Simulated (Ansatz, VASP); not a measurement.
BN in VASP and in Ansatz

File INCAR:

```
SYSTEM = BN
PREC = Accurate
ENCUT = 520
EDIFF = 1E-7
ISMEAR = -1
SIGMA = 0.05
LREAL = .FALSE.
LASPH = .TRUE.
NELM = 80
ALGO = Normal
ISIF = 2
LWAVE = .FALSE.
LCHARG = .FALSE.
GGA = PE
NBANDS = 11
```

File KPOINTS:

```
regular mesh
0
G
  13 13 9
  0 0 0
```

File POSCAR:

```
BN
1.0
    2.4568420491      0.0000000000      0.0000000000
   -1.2212605467      2.1318056974      0.0000000000
   -0.6177907512     -1.0659028487      2.9608381970
N B
1 1
Direct
    0.6685060000      0.3323850000      0.9849990000
    0.9796430000      0.9834990000      0.0018060000
```

Contents of input.yaml:

```yaml
crystal:
  lattice:
    - [2.4568420491, 0.0, 0.0]
    - [-1.2212605467, 2.1318056974, 0.0]
    - [-0.6177907512, -1.0659028487, 2.960838197]
  atoms:
    - { symbol: "N", position: [0.668506, 0.332385, 0.984999] }
    - { symbol: B, position: [0.979643, 0.983499, 0.001806] }
hamiltonian:
  xc: pbe
  pseudopotentials: { kind: paw }
kpoints:
  mp_grid: { grid: [13, 13, 9] }
scf:
  occupations: { method: fermi_dirac, width: 0.05 }
output:
  forces: true
  stress: true
  eigenvalues: true
  write_density: true
  write_potential: true
  elf: true
  volumetric_format: npy
```

Change from the starting cell: volume scaled by 0.94.

Alike in both runs: task single point; functional PBE; k mesh 13 × 13 × 9; occupations fermi-dirac, width 0.05 eV; no spin polarisation.

|  | VASP | Ansatz |
| --- | --- | --- |
| version | VASP 6.6.1 | Ansatz 0.2.0 |
| potentials or method | VASP PAW PBE potentials, release 64 (N, B) | Ansatz PAW |
| plane-wave cutoff (eV) | 520 | 420 |
| valence electrons in the cell | 8 | 8 |

Ansatz gave:

| Property | Result |
| --- | --- |
| gap on the k mesh at the Fermi level (eV) | 2.81 |
| least direct gap on the mesh (eV) | 4.69 |
| pressure (GPa) | 24.0 |
| largest component of the traceless stress (GPa) | 15.58 |
| rms of the force components (eV/Å) | 1.808 |

Task: Estimate VASP's values.

Result: gap on the k mesh at the Fermi level (eV): 2.80; least direct gap on the mesh (eV): 4.68; pressure (GPa): 24.0; largest component of the traceless stress (GPa): 15.70; rms of the force components (eV/Å): 1.802.

Atom by atom the forces differ by 0.007 eV/Å (rms over components). With one functional, cell and mesh, what is left measures potentials, basis and numerics.

Caveats: forces of over 1 eV/Å show positions far from the minimum, so gaps and moduli don't describe the material at rest; an odd mesh through Γ misses points on the zone boundary, where band edges often lie (VASP); odd divisions of the mesh miss points on the zone boundary, where band edges often lie, so the gap on the mesh can be too wide (Ansatz); the pressure holds a Pulay correction of +0.7 GPa for the finite cutoff (Ansatz).
